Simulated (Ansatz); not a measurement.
Rigid cleavage in WS2

All numbers below come from DFT PBE+D3(BJ), scalar-relativistic, plane waves, PAW in Ansatz 0.2.0. Settings: plane waves to 420 eV, k-mesh 10×10×3 (Γ-centred), Gaussian smearing 0.05 eV. Spin–orbit coupling is left out, which matters for the heavy elements here. No spin polarisation. Energies are free energies at this smearing, counted from the undisturbed cell; pressure is positive in compression.

Reference structure (relaxed at this level):

```yaml
crystal:
  lattice:
    - [-3.15421, 0.00000, 0.00000]
    - [-1.57710, -2.73162, 0.00000]
    - [0.00000, 0.00000, 12.13991]
  atoms:
    - { symbol: W, position: [0.33333, 0.33333, 0.25000] }
    - { symbol: W, position: [0.66667, 0.66667, 0.75000] }
    - { symbol: S, position: [0.33333, 0.33333, 0.62029] }
    - { symbol: S, position: [0.66667, 0.66667, 0.12029] }
    - { symbol: S, position: [0.33333, 0.33333, 0.87971] }
    - { symbol: S, position: [0.66667, 0.66667, 0.37971] }
```

The cut lies on the cell's a–b face, a (0 0 1) plane (indices in the standard cell, whose axes needn't be the Cartesian ones shown) of area 8.62 Å², between layers 2.92 Å apart. Vector c is lengthened by d along the normal with the atoms' Cartesian places fixed: one unrelaxed cut a cell.

```
d (Å) energy (J/m²) traction dE/dd (GPa) gap on the mesh (eV)
-0.30              ?                     ?                  0.79
-0.15           0.01                  -2.2                  0.88
 0.00           0.00                   0.0                  0.96
 0.25              ?                     ?                  1.06
 0.50           0.08                   2.5                  1.14
 0.75           0.15                   2.6                  1.21
 1.00           0.21                   2.4                  1.26
 1.50           0.31                   1.8                  1.33
 2.00           0.39                   1.2                  1.37
 3.00           0.47                   0.6                  1.41
 4.50              ?                     ?                  1.43
 6.00           0.56                   0.1                  1.43
```

(1) Give the withheld values.

Results:

(1) energy (J/m²) at d (Å) = -0.30: 0.07; traction dE/dd (GPa) at d (Å) = -0.30: -5.6; energy (J/m²) at d (Å) = 0.25: 0.03; traction dE/dd (GPa) at d (Å) = 0.25: 1.9; energy (J/m²) at d (Å) = 4.50: 0.53; traction dE/dd (GPa) at d (Å) = 4.50: 0.2.

Cost: 12 runs of about 1.6 core-minutes in all, on Arm Neoverse V2 (shared hosts).